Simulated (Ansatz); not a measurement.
# Li on Mg(0001): change of the work function, part 3 of 3

How does Li on the fcc site change the work function of Mg(0001) as the layer fills?

Ansatz 0.2.0; plane-wave DFT, PBE, Ansatz PAW.

So far, work function, upper face (eV): step 2 (the clean slab) 3.79; step 3 (17 atoms, coverage 0.25 ML, cell 2x2) 2.25.

### Step 4. The covered slab, k-mesh 12×12×1, coverage 1 ML

System of this step: Li/Mg(0001). The cell holds 5 atoms: 4 Mg and 1 Li. Cell: a = 3.210 Å, b = 3.210 Å, c = 27.908 Å, α = 90.0°, β = 90.0°, γ = 60.0°. Vacuum lies along c.

Another coverage, to see how the dipoles act on each other as their distance changes.

File input.yaml:

```yaml
crystal:
  lattice:
    - [3.21, 0.0, 0.0]
    - [1.605, 2.7799415461, 0.0]
    - [0.0, 0.0, 27.9078774814]
  atoms:
    - { symbol: Mg, position: [0.6666666667, 0.6666666667, 0.3224895912] }
    - { symbol: Mg, position: [0.0, 0.0, 0.4158868766] }
    - { symbol: Mg, position: [0.6666666667, 0.6666666667, 0.5094668161] }
    - { symbol: Mg, position: [0.0, 0.0, 0.6037093586] }
    - { symbol: Li, position: [0.3333333333, 0.3333333333, 0.6775104088] }
kpoints:
  mp_grid: { grid: [12, 12, 1] }
hamiltonian:
  xc: pbe
scf:
  occupations: { method: fermi_dirac, width: 0.1 }
  convergence: { dr2_threshold: 1.0e-08 }
efield:
  axis: 3
  dipole_correction: true
  ramp_position: 0.97
  ramp_width: 0.06
relax:
  f_tol: 0.02
  max_steps: 60
  constraints: [{ sites: [0, 1] }]
output:
  write_potential: true
  write_density: true
  volumetric_format: npy
```

Started as:

```sh
$ ansatz run input.yaml --threads 2 --pin off --max-ram 3072MiB --backend cpu --events-out ev --progress --plain --runs-dir out
```

Numbers of over 12 decimals in the logs are rounded to 6 here.

What it wrote:

```text
[...]
Crystal: 5 atoms, lattice volume = 249.039 Å³
Basis set: ecut = 420 eV, 4965 PW (Γ), exchange–correlation on 48×48×384 points (8 copies of the dense FFT grid, shifted against one another)
Bands: 27, of which v1, the nominal top of the filled ones, is band 22 counted from 1 (21 counted from 0)
Symmetry: 6 space group operations
[...]
k-points: 19 of 144 (time reversal used)
[...]
SCF iter   1: F=—  HF=-7899.289729 eV  |F-HF|=—  |Δ(HF+E_count)|=         —  Δρ=1.56e-3  dr2=4.99e-1  ethr=1.77e-3  p=0.016 e·Å  D=1.13e-2 V/Å  ΔV_dip=-0.32 eV  dr2_dipole=3.01e-1  V_vac-E_F(+/−)=3.35/3.66 eV  ⟨swp⟩=9.3  Hψ=2744  notcnv=0
[...]
SCF iter   7: F=-7899.279094 eV  HF=-7899.279094 eV  |F-HF|=1.30e-9  |Δ(HF+E_count)|=   1.71e-8  Δρ=7.93e-7  dr2=4.26e-9  ethr=2.33e-11  p=0.022 e·Å  D=1.58e-2 V/Å  ΔV_dip=-0.44 eV  dr2_dipole=8.94e-11  V_vac-E_F(+/−)=3.30/3.74 eV  ⟨swp⟩=8.8  Hψ=2946  notcnv=0
SCF 1 converged in 7 iterations: F = -7899.279094 eV  dr2 = 4.26e-9
[...]
relax step   1: F+E_penalty+E_count = -7899.27909404 eV  Δ(F+E_penalty+E_count) = +0.000e0 eV  max|allowed force component| = 5.671e-1 eV/Å  Δτ_max = 0.0000 Å  (7 SCF iters, accepted)
[...]
SCF iter   8: F=-7899.364515 eV  HF=-7899.364515 eV  |F-HF|=1.35e-8  |Δ(HF+E_count)|=   1.15e-8  Δρ=3.99e-7  dr2=9.66e-9  ethr=2.33e-11  p=0.015 e·Å  D=1.10e-2 V/Å  ΔV_dip=-0.31 eV  dr2_dipole=6.57e-9  V_vac-E_F(+/−)=3.45/3.75 eV  ⟨swp⟩=8.7  Hψ=2820  notcnv=0
SCF 2 converged in 8 iterations: F = -7899.364515 eV  dr2 = 9.66e-9
relax step   2: F+E_penalty+E_count = -7899.36451511 eV  Δ(F+E_penalty+E_count) = -8.542e-2 eV  max|allowed force component| = 5.117e-2 eV/Å  Δτ_max = 0.1966 Å  (8 SCF iters, accepted)
SCF iter   1: F=—  HF=-7899.368789 eV  |F-HF|=—  |Δ(HF+E_count)|=         —  Δρ=8.73e-4  dr2=3.14e-2  ethr=1.07e-3  p=0.015 e·Å  D=1.10e-2 V/Å  ΔV_dip=-0.31 eV  dr2_dipole=5.79e-7  V_vac-E_F(+/−)=3.44/3.75 eV  ⟨swp⟩=3.5  Hψ=1258  notcnv=0
[...]
SCF iter   8: F=-7899.367164 eV  HF=-7899.367164 eV  |F-HF|=1.72e-10  |Δ(HF+E_count)|=   7.33e-9  Δρ=2.67e-7  dr2=6.18e-10  ethr=2.33e-11  p=0.014 e·Å  D=1.02e-2 V/Å  ΔV_dip=-0.28 eV  dr2_dipole=2.09e-10  V_vac-E_F(+/−)=3.47/3.75 eV  ⟨swp⟩=8.3  Hψ=2672  notcnv=0
SCF 3 converged in 8 iterations: F = -7899.367164 eV  dr2 = 6.18e-10
relax step   3: F+E_penalty+E_count = -7899.36716398 eV  Δ(F+E_penalty+E_count) = -2.649e-3 eV  max|allowed force component| = 1.049e-2 eV/Å  Δτ_max = 0.0827 Å  (8 SCF iters, accepted)
SCF iter   1: F=—  HF=-7899.367471 eV  |F-HF|=—  |Δ(HF+E_count)|=         —  Δρ=2.73e-4  dr2=2.73e-3  ethr=9.06e-5  p=0.014 e·Å  D=1.02e-2 V/Å  ΔV_dip=-0.28 eV  dr2_dipole=7.09e-5  V_vac-E_F(+/−)=3.46/3.75 eV  ⟨swp⟩=3.0  Hψ=1081  notcnv=0
[...]
SCF iter   6: F=-7899.367330 eV  HF=-7899.367330 eV  |F-HF|=3.35e-9  |Δ(HF+E_count)|=   1.94e-8  Δρ=9.84e-7  dr2=8.05e-9  ethr=2.33e-11  p=0.014 e·Å  D=9.94e-3 V/Å  ΔV_dip=-0.28 eV  dr2_dipole=2.13e-10  V_vac-E_F(+/−)=3.47/3.75 eV  ⟨swp⟩=8.8  Hψ=2933  notcnv=0
SCF 4 converged in 6 iterations: F = -7899.367330 eV  dr2 = 8.05e-9
relax step   4: F+E_penalty+E_count = -7899.36733046 eV  Δ(F+E_penalty+E_count) = -1.665e-4 eV  max|allowed force component| = 1.212e-3 eV/Å  Δτ_max = 0.0273 Å  (6 SCF iters, accepted)
[...]
WARN: The input density's exchange-correlation potential varies sharply where the density is thin. Do not read a vacuum level from v_tot or v_xc, or from such a field of the output density. On a cell that repeats whose density bears no net charge and no dipole along the vacuum's axis use v_es (v_loc + v_h of the components); under efield.dipole_correction with no amplitude use v_es + v_field, which holds any external [...]
SCF converged after 6 iterations
Free energy (F): -7899.367330 eV
[...]
Internal energy: -7899.278907 eV  (E = F + TS)
E sigma→0 (E₀):  -7899.323119 eV
Entropy (-TS):   -0.088424 eV (-17.685 meV/atom)
Fermi energy:    0.253153 eV
Dipole field:    D = 0.009921 V/Å  (p = 0.013654 e·Å, saw-weighted, corrected)
Work function:   Φ+ = 3.4729 eV   Φ− = 3.7498 eV
[...]
--- Forces (eV/Å), atoms counted from 1 ---
  atom   1  Mg    -0.00000000    -0.00000000    -0.01742799
  atom   2  Mg    -0.00000000     0.00000000     0.01757978
  atom   3  Mg     0.00000000    -0.00000000    -0.00121173
  atom   4  Mg     0.00000000     0.00000000     0.00120959
  atom   5  Li    -0.00000000     0.00000000    -0.00013916
  max |Σ_I F_I| component: 1.05e-5 eV/Å
--- Band table (eV; the first three rows and the last of 19) ---
  k-point 0: bands = [... 18 lower, -5.6073, -4.4377, -2.9124, -1.4002, -0.2353, 1.4155, 3.0054, 3.5148, ... 1 higher]
  k-point 1: bands = [... 18 lower, -5.4731, -4.3062, -2.7868, -1.2821, -0.1128, 1.5420, 3.1278, 3.6471, ... 1 higher]
  k-point 2: bands = [... 18 lower, -5.0720, -3.9132, -2.4121, -0.9285, 0.2536, 1.9172, 3.4876, 4.0414, ... 1 higher]
  k-point 18: bands = [... 18 lower, -0.0875, -0.0872, 0.4184, 0.5367, 0.6047, 1.4528, 1.6133, 2.1308, ... 1 higher]
--- Relaxed structure (4 steps of the walk, 4 accepted, 0 SCFs on fresh bases) ---
  F+E_penalty+E_count = -7899.36733046 eV   max|allowed force component| = 1.212e-3 eV/Å
  atoms:
    - { symbol: Mg, position: [0.666667, 0.666667, 0.322490] }
    - { symbol: Mg, position: [-1.8503717077624478e-17, -1.850371707762447e-17, 0.415887] }
    - { symbol: Mg, position: [0.666667, 0.666667, 0.508504] }
[...]
- { symbol: Li, position: [0.333333, 0.333333, 0.688496] }
```

Elapsed: 12 s, on 2 threads of Intel Xeon Platinum 8488C (Sapphire Rapids), shared host; peak memory 0.53 GiB.

The steps of the relaxation:

```
step  energy less that of the first step (eV)  largest force component (eV/Å)
   1                                   0.0000                          0.5671
   2                                  -0.0854                          0.0512
   3                                  -0.0881                          0.0105
   4                                  -0.0882                          0.0012
```

The run keeps the 6 symmetry operations that it works with, so distortions that break them were not tested.

The atoms that moved most (Å):

```
atom     dx     dy      dz  length
 Li5  0.000  0.000   0.307   0.307
 Mg4  0.000  0.000  -0.054   0.054
 Mg3  0.000  0.000  -0.027   0.027
```

Final coordinates:

```
Mg Li
1.0
     3.21000    0.00000    0.00000
     1.60500    2.77994    0.00000
     0.00000    0.00000   27.90788
Mg Li
4 1
Direct
  0.66667 0.66667 0.32249
  0.00000 0.00000 0.41589
  0.66667 0.66667 0.50850
  0.00000 0.00000 0.60176
  0.33333 0.33333 0.68850
```

Numbers from this step:

```yaml
energy_at_zero_smearing: -7899.3231 eV
work_function_upper_face: 3.473 eV
work_function_lower_face: 3.750 eV
dipole_along_the_normal: 0.01365 e·Å
step_between_the_vacuum_levels: -0.2769 eV
```

Running mean over 2.60652 Å of the planar mean; the ramp of the sawtooth is left out. The electron's electrostatic potential energy less the Fermi level by z:

z (Å), electron's electrostatic potential energy less the Fermi level (eV) and a bar from the least value:
```
        4       3.75 ##############################
        5       3.73 ##############################
        6       3.60 #############################
        7       2.57 ##########################
        8      -2.11 ########
        9      -4.02 
       10      -4.03 
       11      -4.01 
       12      -4.03 
       13      -4.12 
       14      -4.03 
       15      -4.04 
       16      -4.06 
       17      -3.99 #
       18      -2.95 ####
       19      -0.80 #############
       20      -0.09 ###############
       21       2.32 #########################
       22       3.26 ############################
       23       3.44 #############################
       24       3.47 #############################
```

The relaxation took 4 steps and lowered the energy by 0.088 eV; the largest force on the free atoms ends at 0.0012 eV/Å.

The covered face has 3.47 eV, -0.31 eV against the clean one; the bare back face has moved by -0.04 eV, a measure of how thin the slab is.

### Step 5. Work function against coverage

This step: plane-wave DFT, PBE, Ansatz PAW; work function against coverage (Ansatz 0.2.0).

The runs are now put side by side.

This step gave:

| Property | Result |
| --- | --- |
| work function of the clean face | 3.787 eV |
| largest change of the work function | -1.538 eV |

Table of work function of the covered face by coverage:

```csv
coverage (adsorbates/nm²),work function of the covered face (eV)
0.00,3.79
2.80,2.25
11.21,3.47
```

The dipole per adsorbate comes from the change of the cell's dipole. Coverage, by row:

```csv
coverage (1/nm²),coverage (ML),work function (eV),change (eV),"dipole per adsorbate, positive end outwards (debye)",mean height of the added atoms over the highest substrate atom (Å)
2.802,0.25,2.25,-1.538,1.397,2.041
11.21,1,3.473,-0.3145,0.065,2.421
```

### Step 6. Summary of results

```yaml
work_function_of_the_clean_face: 3.79 eV
work_function_at_0p25_ml: 2.25 eV
work_function_at_1_ml: 3.47 eV
dipole_per_adsorbate_at_0p25_ml_positive_end_outwards: 1.40 D
```

In words: Li lowers the work function of Mg(0001) at the lowest coverage, by 1.54 eV: the adsorbate layer has its positive end outwards. The slab has 4 layers, at the tabulated experimental lattice constant, one starting site was run, and quantum-size effects of a slab this thin can reach one or two tenths of an eV.

[Logs are printed without paths, hosts, clocks, repeated set-up lines and the standing remarks that a program may print on its own settings, such as how far it seeks lower states.]

[Hosts, paths, dates, database ids (printed as entryN), source tags and the programs' standing remarks are cut or masked in the printed files.]

[Maps of the electrostatic potential energy from Ansatz leave out the sawtooth potential of an applied field or a dipole correction, so their vacuum need not be flat; planar profiles and work functions include it.]
